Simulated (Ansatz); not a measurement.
**AgCl: energy along a strain**

AgCl, Fm-3m, a = 5.546 Å (as given, not relaxed at this level: -5.6 GPa). Ansatz: LDA, PAW, 420 eV, Γ-centred 8×8×8 mesh on 2 atoms, Gaussian smearing 0.05 eV; no spin polarisation. Cell vectors (Å): 0.000 2.773 2.773; 2.773 0.000 2.773; 2.773 2.773 0.000. The cell is strained by x per cent times the pattern (0 1 0 0 0 0) in the order xx yy zz yz xz xy (engineering shears), with fractional coordinates held. y is the free energy over the start, V0 = 21.327 Å³/atom.

| x (%) | y (meV/atom) |
| --- | --- |
| -4.00 | ? |
| -3.00 | -19.23 |
| -2.00 | -13.58 |
| -1.00 | -7.12 |
| 0.00 | 0.00 |
| 1.00 | 7.68 |
| 2.00 | 15.81 |
| 3.00 | 24.30 |
| 3.50 | 28.66 |
| 4.00 | 33.07 |

Q: Fit y = c1 x + c2 x² + c3 x³ to the other rows, get the stiffness along the pattern, and predict the missing energy.

A: Least squares on the rows shown. y = 7.4127 x + 0.28174 x² − 0.017130 x³. The clamped-ion stiffness p·C·p = 2 × 2.817 eV × 160.2 / 21.327 Å³ = 42 GPa, which is C22 in these axes (C11 of the cubic crystal) (second derivative at the start, which stands under stress). At x = -4.00 the fit asked for gives -24.05 meV/atom. The run gave -23.93 meV/atom, so the fit is 0.12 meV/atom too low, a small miss on the scale of the series.